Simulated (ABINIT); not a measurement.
Crystal: Al.

```
CELL_PARAMETERS angstrom
2.81246 0.00000 0.00000
-1.40623 2.43566 0.00000
0.00000 0.00000 4.86685
ATOMIC_POSITIONS crystal
Al 0.33333 0.66667 0.25000
Al 0.66667 0.33333 0.75000
```

This isn't the form of Al at room conditions, which is fcc.

| Quantity | Value |
| --- | --- |
| Program | ABINIT 10.8.3 (patched build) |
| Task | relaxation of cell and atoms |
| Functional | LDA |
| Potentials or basis | JTH PAW LDA v2.0 |
| Cutoff | 408 eV |
| k mesh | 11 × 11 × 6 |
| Occupations | fermi-dirac, width 0.05 eV |
| Spin | no spin polarisation |

At the start: pressure -3.1 GPa; volume 16.67 Å³/atom.

Problem. How do energy, volume and symmetry change on relaxing?

Solution. Over 7 steps the energy falls by 16.3 meV/atom and the volume is 15.93 Å³/atom (-4.4 %); space group P6_3/mmc (No. 194, to 0.05 Å).

The path:
| step | energy change (eV) | largest force (eV/Å) | pressure (GPa) | volume (Å³) |
| --- | --- | --- | --- | --- |
| 1 | 0.0000 | 0.0000 | -3.05 | 33.34 |
| 2 | -0.0074 | 0.0000 | -2.45 | 33.03 |
| 3 | -0.0267 | 0.0000 | 0.76 | 31.60 |
| 4 | -0.0291 | 0.0000 | 1.30 | 31.39 |
| 5 | -0.0315 | 0.0000 | 0.95 | 31.51 |
| 6 | -0.0327 | 0.0000 | 0.10 | 31.82 |
| 7 | -0.0327 | 0.0000 | 0.00 | 31.86 |

Final structure:
```
CELL_PARAMETERS angstrom
2.81257 0.00000 0.00000
-1.40629 2.43576 0.00000
0.00000 0.00000 4.65077
ATOMIC_POSITIONS crystal
Al 0.33333 0.66667 0.25000
Al 0.66667 0.33333 0.75000
```
